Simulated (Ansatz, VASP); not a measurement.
# Two plane-wave programs on C

```
C
1.0
     2.46567    0.00000    0.00000
    -1.23283    2.13533    0.00000
     0.00000    0.00000   26.00240
C
2
Direct
  0.66667 0.33333 0.50000
  0.33333 0.66667 0.50000
```

Alike in both runs: functional PBE; dispersion D3(BJ); k mesh 21 × 21 × 1; occupations gaussian, width 0.1 eV; no spin polarisation.

Ansatz relaxed the structure, and its values are those at the end. VASP's run is a single point on that final structure, the one shown.

|  | VASP | Ansatz |
| --- | --- | --- |
| version | VASP 6.6.1 | Ansatz 0.2.0 |
| potentials or method | VASP PAW PBE potentials, release 64 (C) | scalar-relativistic, plane waves, PAW |
| plane-wave cutoff (eV) | 520 | 420 |
| valence electrons in the cell | 8 | 8 |

|  | VASP | Ansatz | Ansatz less VASP |
| --- | --- | --- | --- |
| gap on the k mesh at the Fermi level (eV) | none | none | - |
| work function, face that differs most (eV) | 4.23 | 4.24 | +0.009 |

A gap of «none» marks a metal or a gap that the smearing closes. The functional is the same, so the differences come from potentials, cutoffs and numerics.
